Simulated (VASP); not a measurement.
# LiF in VASP: one cell, several levels of theory

Aim: gap, levels, forces and stress of rocksalt LiF, under +2.7 % biaxial strain in x and y, free along z at fixed geometry. Runs: PBE, r2SCAN. The results are then set beside those of Ansatz 0.2.0 for the same cell.

The runs shown are made with VASP 6.6.1. PAW datasets, plane waves. (Simulation; spin polarisation is off.)

## Step 1: The system as given

The cell comes from an earlier relaxation with r2SCAN in another program, then strained, with the atoms relaxed again.

It is tetragonal, I4/mmm (No. 139); a = 2.896 Å, c = 3.924 Å in the conventional setting, 8.23 Å³ an atom. Near Li stand 6 F at 1.96–2.05 Å; near F stand 6 Li at 1.96–2.05 Å.

Structure file:

```
CELL_PARAMETERS angstrom
0.00000 2.04794 1.96190
2.04794 0.00000 1.96190
2.04794 2.04794 0.00000
ATOMIC_POSITIONS crystal
Li 0.00000 0.00000 0.00000
F 0.50000 0.50000 0.50000
```

## Step 2: PBE at this geometry

INCAR reads:

```
ENCUT = 520.000000
SIGMA = 0.020000
EDIFF = 1.00e-07
GGA = PE
PREC = Accurate
IBRION = -1
ISIF = 2
ISMEAR = -1
NBANDS = 12
NELM = 120
NSW = 0
LASPH = .TRUE.
LCHARG = .TRUE.
LELF = .TRUE.
LWAVE = .FALSE.
LREAL = .FALSE.
```

KPOINTS reads:

```
KPOINTS created by Atomic Simulation Environment
0
Gamma
10 10 10
0 0 0
```

KPOINTS_OPT reads:

```
special points
6
Reciprocal
0.0000000000 0.0000000000 0.0000000000 1
0.5000000000 0.0000000000 0.5000000000 1
0.6250000000 0.2500000000 0.6250000000 1
0.3750000000 0.3750000000 0.7500000000 1
0.5000000000 0.5000000000 0.5000000000 1
0.5000000000 0.2500000000 0.7500000000 1
```

POSCAR reads:

```
Li F
 1.0000000000000000
     0.0000000000000000    2.0479353318000002    1.9619039685999999
     2.0479353318000002    0.0000000000000000    1.9619039685999999
     2.0479353318000002    2.0479353318000002    0.0000000000000000
 Li  F
   1   1
Cartesian
  0.0000000000000000  0.0000000000000000  0.0000000000000000
  2.0479353317999998  2.0479353317999998  1.9619039685999995
```

The run uses the recommended PBE PAW datasets (10 valence electrons a neutral cell).

On the command line:

```sh
$ mpirun -np 1 vasp_std
```

## Step 3: Single point with r2SCAN

INCAR reads:

```
ENCUT = 520.000000
SIGMA = 0.010000
EDIFF = 1.00e-07
ALGO = Normal
METAGGA = R2SCAN
PREC = Accurate
IBRION = -1
ISIF = 2
ISMEAR = 0
NBANDS = 12
NELM = 120
NSW = 0
LASPH = .TRUE.
LCHARG = .FALSE.
LWAVE = .FALSE.
LREAL = .FALSE.
```

KPOINTS is that of step 2.

KPOINTS_OPT is that of step 2.

POSCAR is that of step 2.

Before running it: what results should come out? Wanted: for each run, gap; pressure; Ansatz: gap; Ansatz: pressure.

As calculated:

| level | gap (eV) | pressure (GPa) | Ansatz: gap (eV) | Ansatz: pressure (GPa) |
| --- | --- | --- | --- | --- |
| PBE | 8.98 | 1.40 | 8.98 | 1.83 |
| r2SCAN | 10.15 | -3.15 | 9.95 | -2.29 |

In words: The gap spans 8.98 eV (PBE) to 10.15 eV (r2SCAN). The pressure is highest with PBE (1.4 GPa) and lowest with r2SCAN (-3.1 GPa), which orders the cells that they would relax to. The two programs agree on the gap within 0.21 eV, far less than the spread between functionals. Each program uses its own PAW datasets and cutoff.
